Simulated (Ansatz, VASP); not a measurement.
# One calculation of Sc3Al, two programs

```
CELL_PARAMETERS angstrom
4.42476 0.00000 0.00000
0.00000 4.42476 0.00000
0.00000 0.00000 4.42476
ATOMIC_POSITIONS crystal
Sc 0.50000 0.00000 0.50000
Sc 0.00000 0.50000 0.50000
Sc 0.50000 0.50000 0.00000
Al 0.00000 0.00000 0.00000
```

Alike in both runs: functional r2SCAN; k mesh 6 × 6 × 6; no spin polarisation.

Ansatz relaxed the structure, and its values are those at the end. VASP's run is a single point on that final structure, the one shown.

```csv
,VASP,Ansatz
version,VASP 6.6.1,Ansatz 0.2.0
potentials or method,"VASP PAW PBE potentials, release 64 (Sc_sv, Al)","plane waves, PAW"
plane-wave cutoff (eV),520,500
occupations,"gaussian, width 0.1 eV",gaussian
valence electrons in the cell,36,36
```

```csv
,VASP,Ansatz,Ansatz less VASP
pressure (GPa),0.2,0.0,-0.19
```

Caveats: the PAW data sets were made with another functional, which shifts forces and pressure a little (VASP).
